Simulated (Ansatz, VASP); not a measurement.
**One calculation of KCl, two programs**

File INCAR:

```
ALGO = Normal
EDIFF = 1E-7
ENCUT = 520
GGA = PE
ISIF = 2
ISMEAR = -1
LASPH = True
LCHARG = False
LREAL = False
LWAVE = False
NBANDS = 15
NELM = 80
PREC = Accurate
SIGMA = 0.03
```

File KPOINTS:

```
k-points
0
Gamma
  7 7 7
```

POSCAR

```
KCl
1.0
    0.0000000000      3.1455444028      3.1455444028
    3.1455444028      0.0000000000      3.1455444028
    3.1455444028      3.1455444028      0.0000000000
K Cl
1 1
Direct
    0.0000000000      0.0000000000      0.0000000000
    0.5000000000      0.5000000000      0.5000000000
```

Input for Ansatz:

```yaml
crystal:
  lattice:
    - [0.0, 3.1455444028, 3.1455444028]
    - [3.1455444028, 0.0, 3.1455444028]
    - [3.1455444028, 3.1455444028, 0.0]
  atoms:
    - { symbol: K, position: [0.0, 0.0, 0.0] }
    - { symbol: Cl, position: [0.5, 0.5, 0.5] }
kpoints:
  mp_grid: { grid: [7, 7, 7] }
  band_path:
    path:
      - [0.0, 0.0, 0.0]
      - [0.5, 0.0, 0.5]
      - [0.625, 0.25, 0.625]
      - [0.375, 0.375, 0.75]
      - [0.0, 0.0, 0.0]
      - [0.5, 0.5, 0.5]
      - [0.5, 0.25, 0.75]
      - [0.5, 0.0, 0.5]
    npoints: 5
scf:
  occupations: { method: fermi_dirac, width: 0.03 }
hamiltonian:
  xc: pbe
  pseudopotentials: { kind: all_electron, lapw: { basis_error: 0.001 } }
output:
  forces: true
  stress: true
  eigenvalues: true
```

Change from the starting cell: volume scaled by 0.99.

Alike in both runs: task single point; functional PBE; k mesh 7 × 7 × 7; occupations fermi-dirac, width 0.03 eV; no spin polarisation.

```csv
,VASP,Ansatz
version,VASP 6.6.1,Ansatz 0.2.0
potentials or method,"VASP PAW PBE potentials, release 64 (K_sv, Cl)","all-electron LAPW, scalar-relativistic"
plane-wave cutoff (eV),520,see its input
```

|  | VASP | Ansatz | Ansatz less VASP |
| --- | --- | --- | --- |
| gap on the k mesh at the Fermi level (eV) | 5.19 | 5.19 | +0.002 |
| pressure (GPa) | 0.8 | 0.8 | -0.02 |

Ansatz ran all-electron here, so the differences hold the error of VASP's frozen core and of both bases.

Caveats: an odd mesh through Γ misses points on the zone boundary, where band edges often lie.
